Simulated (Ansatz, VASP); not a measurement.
**One calculation of Hg, two programs**

File INCAR:

```
SYSTEM = Hg
PREC = Accurate
ENCUT = 520
EDIFF = 1E-7
ISMEAR = -1
SIGMA = 0.1
LREAL = .FALSE.
LASPH = .TRUE.
NELM = 80
ALGO = Normal
ISIF = 2
LWAVE = .FALSE.
LCHARG = .FALSE.
GGA = PE
NBANDS = 19
```

Contents of KPOINTS:

```
Automatic mesh
0
G
  8 8 4
  0 0 0
```

File POSCAR:

```
Hg
1.0
    3.4733107532      0.0000000000      0.0000000000
   -1.7366553766      3.0079753462      0.0000000000
    0.0000000000      0.0000000000      5.5057794713
Hg
2
Direct
    0.6666666667      0.3333333333      0.7500000000
    0.3333333333      0.6666666667      0.2500000000
```

Input for Ansatz:

```yaml
crystal:
  lattice:
    - [3.4733107531928176, 0.0, 0.0]
    - [-1.7366553765964088, 3.007975346192442, 0.0]
    - [0.0, 0.0, 5.505779471337064]
  atoms:
    - { symbol: Hg, position: [0.6666666666666666, 0.3333333333333333, 0.75] }
    - { symbol: Hg, position: [0.3333333333333333, 0.6666666666666666, 0.25] }
basis:
  ecutwfc: 500.0
kpoints:
  mp_grid:
    grid: [8, 8, 4]
hamiltonian:
  xc: pbe
  pseudopotentials:
    kind: paw
scf:
  occupations:
    method: fermi_dirac
    width: 0.1
output:
  stress: true
```

Alike in both runs: task single point; functional PBE; k mesh 8 × 8 × 4; occupations fermi-dirac, width 0.1 eV; no spin polarisation.

|  | VASP | Ansatz |
| --- | --- | --- |
| version | VASP 6.6.1 | Ansatz 0.2.0 |
| potentials or method | VASP PAW PBE potentials, release 64 (Hg) | plane waves, PAW |
| plane-wave cutoff (eV) | 520 | 500 |
| valence electrons in the cell | 24 | 40 |

|  | VASP | Ansatz | Ansatz less VASP |
| --- | --- | --- | --- |
| pressure (GPa) | 0.9 | 0.8 | -0.09 |
| largest component of the traceless stress (GPa) | 0.27 | 0.26 | -0.008 |

The two sets of potentials don't hold the same shells in valence.

The runs have no spin-orbit coupling, so splittings on Hg are missing.
